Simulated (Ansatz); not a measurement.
This Tl structure is the end of a relaxation. It comes from a database structure that was distorted and then relaxed.

Theory: DFT PBE, scalar-relativistic, plane waves, PAW in Ansatz. Cutoff 420 eV, Γ-centred mesh, Gaussian smearing, no spin polarisation.

```yaml
crystal:
  lattice:
    - [-1.97962, 1.97962, 2.00447]
    - [1.97962, -1.97962, 2.00447]
    - [1.97962, 1.97962, -2.00447]
  atoms:
    - { symbol: Tl, position: [0.50000, 0.50000, 0.00000] }
```

Energies count from the standard state of Tl at the same level.

Question: Find its symmetry and describe it.

Answer: I4/mmm (No. 139). Conventional cell: a = 3.959 Å, c = 4.009 Å. Around Tl lie 8 Tl at 3.44 Å and 6 Tl at 3.96–4.01 Å.

Question: How far does it lie from the standard state of Tl?

Answer: +0.01 eV/atom. It is level with the standard state within the noise.

Question: Is it a metal?

Answer: Yes, bands cross the Fermi level on the 20×20×20 mesh.

The last run used a 20×20×20 mesh for its 1-atom cell and Gaussian smearing of 0.10 eV. The k mesh leaves some 4 meV/atom of noise in the energy of each metallic cell. These runs have no spin–orbit coupling, which can matter for Tl. Symmetry constrained the relaxation, so the result can be a saddle point.
